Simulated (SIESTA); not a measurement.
Runs of SIESTA 5.4.2 on Pt. Symmetry: Fm-3m, No. 225, cubic system. Conventional cell: a = 3.922 Å, b = 3.922 Å, c = 3.922 Å, α = 90.00°, β = 90.00°, γ = 90.00°. Around Pt (site symmetry m-3m) lie 12 Pt at 2.77 Å. 

```tsv
task	level	potentials or basis	U	hubbard projector method	broadening (eV)	window to (eV)	optical mesh offset	energy shift	gap on the mesh (eV)	pressure (GPa)
single point	LDA-PZ	PseudoDojo 0.4 standard (LDA files), TZP (energy shift 0.01 Ry)	-	-	-	-	-	0.01 Ry	none	-9.4
band structure	LDA	PseudoDojo 0.4 standard (LDA files), DZP (energy shift 0.003 Ry; two zetas on semicore shells)	-	-	-	-	-	0.003 Ry	none	-3.6
optical spectrum	OLYP+U	SPMS 1.0 NC or PseudoDojo by element (PBE files), DZP (energy shift 0.01 Ry)	Pt d U = 3 eV	2	0.3 eV	40 eV	true	0.01 Ry	none	-2.3
band structure	PBE	PseudoDojo 0.4 standard (PBE files), DZP (energy shift 0.003 Ry; two zetas on semicore shells)	-	-	-	-	-	0.003 Ry	none	(a)
```

Alike in all rows: no spin polarisation; cell as given; k mesh 12 × 12 × 12; smearing fermi-dirac 0.05 eV; grid cutoff 800 Ry.

Question: Fill in the values left out.

Answer: (a) 12.8.

Caveats: the basis of atomic orbitals isn't converged, which shifts pressures, moduli and gaps; semicore shells carry a single zeta, which can move pressures by several GPa and volumes by a few percent (some runs); short orbitals over semicore shells can move pressures by several GPa (some runs); the basis holds too few empty states to meet the f-sum rule, so the spectrum is short of weight at high energy (some runs); the Hubbard term doesn't enter the transition strengths (some runs); the valence orbitals were made in a potential fitted to the semicore shell under them, which widens gaps by tenths of an eV or more (some runs); the potentials were made for another functional, which shifts forces and pressure (some runs).

A k mesh can miss the band edges, and the runs leave out spin-orbit coupling on Pt.

A gap of «none» marks a metal or a gap under the smearing width.

Not every run made on this cell is shown here.
